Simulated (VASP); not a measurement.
# PtSe2 (Sudovikovite) (P-3m1) in VASP: a series of runs

The runs below take PtSe2 (Sudovikovite) through single point, with HSE06.

Program: VASP 6.6.1. These are calculated values, not measurements. Logs are shortened: lines on timing, memory, paths and dates and some standing lists are left out, and cuts for length are marked.

## 1. The crystal as given

The structure is trigonal, space group P-3m1 (No. 164). Conventional cell: a = 3.724 Å, b = 3.724 Å, c = 5.062 Å, α = 90.00°, β = 90.00°, γ = 120.00°. Around Pt (site symmetry -3m) lie 6 Se at 2.49 Å. Se (site symmetry 3m) is surrounded by 3 Pt at 2.49 Å.

## 2. Single point, HSE06

Input file POSCAR:

```
PtSe2
1.0
    3.7240000000      0.0000000000      0.0000000000
   -1.8620000000      3.2250786037      0.0000000000
    0.0000000000      0.0000000000      5.0620000000
Pt Se
1 2
Direct
    0.0000000000      0.0000000000      0.0000000000
    0.6666666667      0.3333333333      0.7500000000
    0.3333333333      0.6666666667      0.2500000000
```

Input file INCAR.step1:

```
SYSTEM = PtSe2
PREC     = Accurate       ! precision mode
ENCUT    = 400            ! plane-wave cutoff, eV
EDIFF    = 1E-5           ! SCF threshold, eV
ISMEAR   = 0              ! smearing method
SIGMA    = 0.01           ! smearing width, eV
LREAL    = .FALSE.        ! projectors in reciprocal space
LASPH    = .TRUE.         ! aspherical terms in the spheres
NELM     = 100            ! most SCF steps
ALGO     = Normal         ! electronic algorithm
ISIF     = 2              ! what is computed and relaxed
LWAVE    = .TRUE.         ! write WAVECAR
LCHARG   = .FALSE.        ! write CHGCAR
NKRED    = 1            
NBANDS   = 19             ! bands
GGA      = PE             ! functional
```

Input file INCAR.step2:

```
SYSTEM = PtSe2
PREC     = Accurate       ! precision mode
ENCUT    = 400            ! plane-wave cutoff, eV
EDIFF    = 1E-6           ! SCF threshold, eV
ISMEAR   = 0              ! smearing method
SIGMA    = 0.01           ! smearing width, eV
LREAL    = .FALSE.        ! projectors in reciprocal space
LASPH    = .TRUE.         ! aspherical terms in the spheres
NELM     = 100            ! most SCF steps
ALGO     = Normal         ! electronic algorithm
ISIF     = 2              ! what is computed and relaxed
LWAVE    = .FALSE.        ! write WAVECAR
LCHARG   = .FALSE.        ! write CHGCAR
GGA      = PE             ! functional
LHFCALC  = .TRUE.         ! exact exchange
HFSCREEN = 0.2            ! screening, 1/A
PRECFOCK = Fast         
NKRED    = 1            
NBANDS   = 19             ! bands
ISTART   = 1
```

Input file KPOINTS:

```
regular mesh
0
G
  3 3 2
  0 0 0
```

Potentials or basis: VASP PAW PBE potentials, release 64 (Pt, Se).

Run with:

```bash
$ cat potpaw_PBE.64/Pt/POTCAR potpaw_PBE.64/Se/POTCAR > POTCAR
$ cp INCAR.step1 INCAR
$ mpirun -np 1 vasp_std > vasp.out
$ cp INCAR.step2 INCAR
$ mpirun -np 1 vasp_std > vasp.out
```

OUTCAR:

```text
SYSTEM = PtSe2
   PREC = Accurate
   ENCUT = 400
   EDIFF = 1E-6
   ISMEAR = 0
   LREAL = .FALSE.
   LASPH = .TRUE.
   NELM = 100
   ISIF = 2
   GGA = PE
   LHFCALC = .TRUE.
   HFSCREEN = 0.2
   PRECFOCK = Fast
   NKRED = 1
   ISTART = 1

 Found      6 irreducible k-points:

 Following reciprocal coordinates:
            Coordinates               Weight
  0.000000  0.000000  0.000000      1.000000
  0.333333 -0.000000  0.000000      6.000000
  0.333333  0.333333  0.000000      2.000000
  0.000000  0.000000  0.500000      1.000000
  0.333333 -0.000000  0.500000      6.000000
  0.333333  0.333333  0.500000      2.000000
   k-points           NKPTS =      6   k-points in BZ     NKDIM =     18   number of bands    NBANDS=     19
   number of dos      NEDOS =    301   number of ions     NIONS =      3
   total plane-waves  NPLWV =  20736
   dimension x,y,z NGX =    24 NGY =   24 NGZ =   36
   dimension x,y,z NGXF=    48 NGYF=   48 NGZF=   72
   ions per type =               1   2
   NGX,Y,Z   is equivalent  to a cutoff of  10.71, 10.71, 11.82 a.u.
   NGXF,Y,Z  is equivalent  to a cutoff of  21.43, 21.43, 23.65 a.u.
 SYSTEM =  PtSe2
   PREC   = accura    normal or accurate (medium, high low for compatibility)
   ISTART =      1    job   : 0-new  1-cont  2-samecut
   ICHARG =      0    charge: 1-file 2-atom 10-const
   ISPIN  =      1    spin polarized calculation?
   LNONCOLLINEAR =      F non collinear calculations
   LSORBIT =      F    spin-orbit coupling
   LASPH  =      T    aspherical Exc in radial PAW
   ENCUT  =  400.0 eV  29.40 Ry    5.42 a.u.   6.07  6.07  8.25*2*pi/ulx,y,z
   NELM   =    100;   NELMIN=  2; NELMDL=  0     # of ELM steps
   EDIFF  = 0.1E-05   stopping-criterion for ELM
   LREAL  =      F    real-space projection
   EDIFFG = 0.1E-04   stopping-criterion for IOM
   NSW    =      0    number of steps for IOM
   IBRION =     -1    ionic relax: 0-MD 1-quasi-New 2-CG
   NFREE  =      0    steps in history (QN), initial steepest desc. (CG)
   ISIF   =      2    stress and relaxation
   ISYM   =      3    0-nonsym 1-usesym 2-fastsym
   POTIM  = 0.5000    time-step for ionic-motion
   TEBEG  =    0.0;   TEEND  =   0.0 temperature during run
   PSTRESS=    0.0 pullay stress
   NELECT =      22.0000    total number of electrons
   NUPDOWN=      -1.0000    fix difference up-down
   EMIN   =  10.00;   EMAX   =-10.00  energy-range for DOS
   EFERMI =   0.00;   METHOD = LEGACY
   ISMEAR =     0;   SIGMA  =   0.01  broadening in eV -4-tet -1-fermi 0-gaus
   EFERMI_NEDOS =   21; number of points for ismear=-14 and -15
   IALGO  =     38    algorithm
   IMIX   =      1    mixing-type and parameters
     AMIX     =   0.40;   BMIX     =  1.00
     AMIX_MAG =   1.60;   BMIX_MAG =  1.00
  volume/ion in A,a.u.               =      20.27       136.76
  Fermi-wavevector in a.u.,A,eV,Ry     =   1.166608  2.204570 18.517184  1.360975
  Thomas-Fermi vector in A             =   2.303119
   LORBIT       =      0    0 simple, 1 ext, 2 COOP (PROOUT), +10 PAW based schemes
   GGA     = PE    functional components
   LHFCALC =     T    Hartree Fock is set to
   PRECFOCK=fast      Normal, Fast or Accurate (Low or Medium for compatibility)
   ENCUT4O =  -1.0   cutoff for four orbital integrals eV
   NKREDX  =     1    reduce k-point grid by
   NKREDY  =     1    reduce k-point grid by
   NKREDZ  =     1    reduce k-point grid by
   AEXX    =    0.2500 exact exchange contribution
   HFSCREEN=    0.2000 screening length (either q_TF or 0.3 A-1)
   HFSCREENC=   0.2000 screening length for correlation (either q_TF or 0.3 A-1)
   ENCUTFOCK=  -1.0 apply spherical cutoff to Coloumb kernel
   IVDW    =     0    specifies the selected vdW correction
   LEPSILON=     F    determine dielectric tensor
   LRPA    =     F    only Hartree local field effects (RPA)
 non-spin polarized calculation
 Gauss-broadening in eV      SIGMA  =   0.01
  energy-cutoff  :      400.00
  volume of cell :       60.80
 maximum number of plane-waves:      1122
  NGX = 14; NGY = 14; NGZ = 20

 number of electron      21.9999994 magnetization

 Free energy of the ion-electron system (eV)
  ---------------------------------------------------
  ext. energy  EPLUGINS =         0.00000000
  ---------------------------------------------------
  free energy    TOTEN  =       -17.33395618 eV

  energy without entropy =      -17.33332931  energy(sigma->0) =      -17.33364275

 E-fermi :   6.5121     XC(G=0):  -8.7744

 val. band max:        4.9352871780   @ k =   0.0000   0.0000   0.0000
 cond. band min:       6.5121145211   @ k =   0.3333   0.3333   0.0000
 fundamental gap:      1.5768273432
 Fermi energy:         6.5121145211

 k-point     1 :       0.0000    0.0000    0.0000
  band No.  band energies     occupation
      1     -11.1458      2.00000
      2      -7.9889      2.00000
      3      -1.9783      2.00000
      4      -1.1241      2.00000
      5      -1.1009      2.00000
      6       1.2448      2.00000
      7       1.2738      2.00000
      8       2.9015      2.00000
      9       4.9286      2.00000
     10       4.9353      2.00000
     11       6.8378      0.00000
     12       8.0870      0.00000
     13       8.0988      0.00000
     14      10.3911      0.00000
     15      11.3129      0.00000
     16      14.3210      0.00000
     17      14.3224      0.00000
     18      18.9874      0.00000
     19      19.5036      0.00000

 k-point     2 :       0.3333   -0.0000    0.0000
  band No.  band energies     occupation
      1      -9.9462      2.00000
      2      -8.5086      2.00000
      3      -1.2399      2.00000
      4      -0.4583      2.00000
      5      -0.3930      2.00000
      6       0.1719      2.00000
      7       1.0393      2.00000
      8       1.8711      2.00000
      9       2.9982      2.00000
     10       3.3326      2.00000
     11       3.8931      2.00000
     12       7.7305      0.00000
     13       8.8229      0.00000
     14      11.6013      0.00000
     15      13.4958      0.00000
     16      14.5004      0.00000
     17      14.8975      0.00000
     18      15.9807      0.00000
     19      17.9627      0.00000

 k-point     3 :       0.3333    0.3333    0.0000
  band No.  band energies     occupation
      1      -8.9138      2.00000
      2      -8.9123      2.00000
      3      -1.5027      2.00000
      4      -0.7687      2.00000
      5      -0.7425      2.00000
      6       0.6352      2.00000
      7       0.6416      2.00000
      8       1.4372      2.00000
      9       3.1552      2.00000
     10       3.8235      2.00000
     11       3.8236      2.00000
     12       6.5121      1.00000
     13       6.6706      0.00000
     14      11.0449      0.00000
     15      14.6686      0.00000
     16      15.8264      0.00000
     17      15.8274      0.00000
     18      17.7202      0.00000
     19      18.6120      0.00000

 k-point     4 :       0.0000    0.0000    0.5000
  band No.  band energies     occupation
      1     -10.4967      2.00000
      2      -9.2465      2.00000
      3      -1.0640      2.00000
      4      -1.0398      2.00000
      5      -0.1740      2.00000
      6       1.2065      2.00000
      7       1.2335      2.00000
      8       2.9926      2.00000
      9       4.1190      2.00000
     10       4.4792      2.00000
     11       4.4866      2.00000
     12       9.0323      0.00000
     13       9.0493      0.00000
     14      11.6787      0.00000
     15      13.4915      0.00000
     16      13.7169      0.00000
     17      13.7184      0.00000
     18      16.0862      0.00000
     19      16.7830      0.00000

 k-point     5 :       0.3333   -0.0000    0.5000
  band No.  band energies     occupation
      1      -9.4678      2.00000
      2      -9.0348      2.00000
      3      -1.7302      2.00000
      4      -0.8429      2.00000
      5      -0.5807      2.00000
      6       0.7639      2.00000
      7       1.0732      2.00000
      8       2.0546      2.00000
      9       3.1643      2.00000
     10       3.8817      2.00000
     11       4.7839      2.00000
     12       7.4976      0.00000
     13       7.6604      0.00000
     14      11.2809      0.00000
     15      12.4766      0.00000
     16      15.1978      0.00000
     17      16.5959      0.00000
     18      17.1672      0.00000
     19      18.0006      0.00000

 k-point     6 :       0.3333    0.3333    0.5000
  band No.  band energies     occupation
      1      -8.8818      2.00000
      2      -8.8802      2.00000
      3      -1.1608      2.00000
      4      -1.1444      2.00000
      5      -0.8112      2.00000
      6       1.0613      2.00000
      7       1.1001      2.00000
      8       1.5284      2.00000
      9       1.5473      2.00000
     10       2.9337      2.00000
     11       2.9468      2.00000
     12       8.7438      0.00000
     13       8.8089      0.00000
     14      13.8366      0.00000
     15      14.3067      0.00000
     16      14.3187      0.00000
     17      14.6597      0.00000
     18      17.2592      0.00000
     19      17.2964      0.00000

------------------------ aborting loop because EDIFF is reached ----------------------------------------

  FORCE on cell =-STRESS in cart. coord.  units (eV):
  Direction    XX          YY          ZZ          XY          YZ          ZX
  --------------------------------------------------------------------------------------
  -------------------------------------------------------------------------------------
  Total        0.6675834      0.6675834      0.9708541      0.0000000     -0.0000000      0.0000000
  in kB       17.5931651     17.5931651     25.5854144      0.0000000     -0.0000000      0.0000000
  external PRESSURE =      20.2572482 kB  Pullay stress =       0.0000000 kB

 VOLUME and BASIS-vectors are now :
 -----------------------------------------------------------------------------
  energy-cutoff  :      400.00
  volume of cell :       60.80
      direct lattice vectors                 reciprocal lattice vectors
     3.724000000  0.000000000  0.000000000     0.268528464  0.155034981  0.000000000
    -1.862000000  3.225078604  0.000000000     0.000000000  0.310069962  0.000000000
     0.000000000  0.000000000  5.062000000     0.000000000  0.000000000  0.197550375

 POSITION                                       TOTAL-FORCE (eV/Angst)
 -----------------------------------------------------------------------------------
      0.00000      0.00000      0.00000        -0.000000      0.000000      0.000000
      1.86200      1.07503      3.79650         0.000000      0.000000     -0.058612
     -0.00000      2.15005      1.26550        -0.000000     -0.000000      0.058612
 -----------------------------------------------------------------------------------
    total drift:                               -0.000000     -0.000000     -0.000000

  FREE ENERGIE OF THE ION-ELECTRON SYSTEM (eV)
  ---------------------------------------------------
  free  energy   TOTEN  =       -17.3339561841 eV

  energy  without entropy=      -17.3333293068  energy(sigma->0) =      -17.33364275
```

It took 5.1 min on 1 thread of Intel Xeon Platinum 8259CL at 2.50GHz (Skylake/Cascade Lake), shared host; peak memory 0.25 GiB.

The run converged, but some of its settings lie outside the range that counts as converged, so its numbers aren't taken as properties of the crystal.

What came out:

```
Free energy            : -17.3340 eV
Pressure               : 2.0 GPa
Largest force          : 0.059 eV/Å
Band gap on the k mesh : none (metal or under the smearing width)
```

Caveat: the k mesh is coarse (spacing up to 0.65 Å⁻¹), so the values aren't converged, least of all with exact exchange; the PAW data sets were made with another functional, which shifts forces and pressure a little.

## 3. Single point, HSE06

POSCAR is that of step 2.

Edit INCAR.step1 of step 2 so:

```diff
@@ -2,3 +2,3 @@
 PREC     = Accurate       ! precision mode
-ENCUT    = 400            ! plane-wave cutoff, eV
+ENCUT    = 340            ! plane-wave cutoff, eV
 EDIFF    = 1E-5           ! SCF threshold, eV
```

Edit INCAR.step2 of step 2 so:

```diff
@@ -2,3 +2,3 @@
 PREC     = Accurate       ! precision mode
-ENCUT    = 400            ! plane-wave cutoff, eV
+ENCUT    = 340            ! plane-wave cutoff, eV
 EDIFF    = 1E-6           ! SCF threshold, eV
```

Input file KPOINTS:

```
regular mesh
0
G
  4 4 3
  0 0 0
```

Potentials or basis: VASP PAW PBE potentials, release 64 (Pt, Se).

Run with:

```bash
$ cat potpaw_PBE.64/Pt/POTCAR potpaw_PBE.64/Se/POTCAR > POTCAR
$ cp INCAR.step1 INCAR
$ mpirun -np 1 vasp_std > vasp.out
$ cp INCAR.step2 INCAR
$ mpirun -np 1 vasp_std > vasp.out
```

Run time: 5.7 min. Hardware: 1 thread of Intel Xeon Platinum 8259CL at 2.50GHz (Skylake/Cascade Lake), shared host; peak memory 0.24 GiB.

The run converged, but some of its settings lie outside the range that counts as converged, so its numbers aren't taken as properties of the crystal.

What came out:

```
Free energy            : -17.2743 eV
Pressure               : 2.0 GPa
Largest force          : 0.055 eV/Å
Band gap on the k mesh : none (metal or under the smearing width)
```

Caveat: the k mesh is coarse (spacing up to 0.49 Å⁻¹), so the values aren't converged, least of all with exact exchange; the PAW data sets were made with another functional, which shifts forces and pressure a little.

## 4. Single point, HSE06

POSCAR is that of step 3.

Edit INCAR.step1 of step 3 so:

```diff
@@ -2,3 +2,3 @@
 PREC     = Accurate       ! precision mode
-ENCUT    = 340            ! plane-wave cutoff, eV
+ENCUT    = 400            ! plane-wave cutoff, eV
 EDIFF    = 1E-5           ! SCF threshold, eV
```

Edit INCAR.step2 of step 3 so:

```diff
@@ -2,3 +2,3 @@
 PREC     = Accurate       ! precision mode
-ENCUT    = 340            ! plane-wave cutoff, eV
+ENCUT    = 400            ! plane-wave cutoff, eV
 EDIFF    = 1E-6           ! SCF threshold, eV
@@ -16,3 +16,3 @@
 HFSCREEN = 0.2            ! screening, 1/A
-PRECFOCK = Fast         
+PRECFOCK = Medium       
 NKRED    = 1
```

KPOINTS is that of step 3.

Run with:

```bash
$ cat potpaw_PBE.64/Pt/POTCAR potpaw_PBE.64/Se/POTCAR > POTCAR
$ cp INCAR.step1 INCAR
$ mpirun -np 1 vasp_std > vasp.out
$ cp INCAR.step2 INCAR
$ mpirun -np 1 vasp_std > vasp.out
```

It took 15 min on 1 thread of Intel Xeon Platinum 8259CL at 2.50GHz (Skylake/Cascade Lake), shared host; peak memory 0.27 GiB.

The run converged, but some of its settings lie outside the range that counts as converged, so its numbers aren't taken as properties of the crystal.

Results:

- Free energy: -17.2761 eV
- Pressure: 2.2 GPa
- Largest force: 0.057 eV/Å
- Band gap on the k mesh: none (metal or under the smearing width)

Caveat: the k mesh is coarse (spacing up to 0.49 Å⁻¹), so the values aren't converged, least of all with exact exchange; the PAW data sets were made with another functional, which shifts forces and pressure a little.

(Continued in part 2 of 2.)
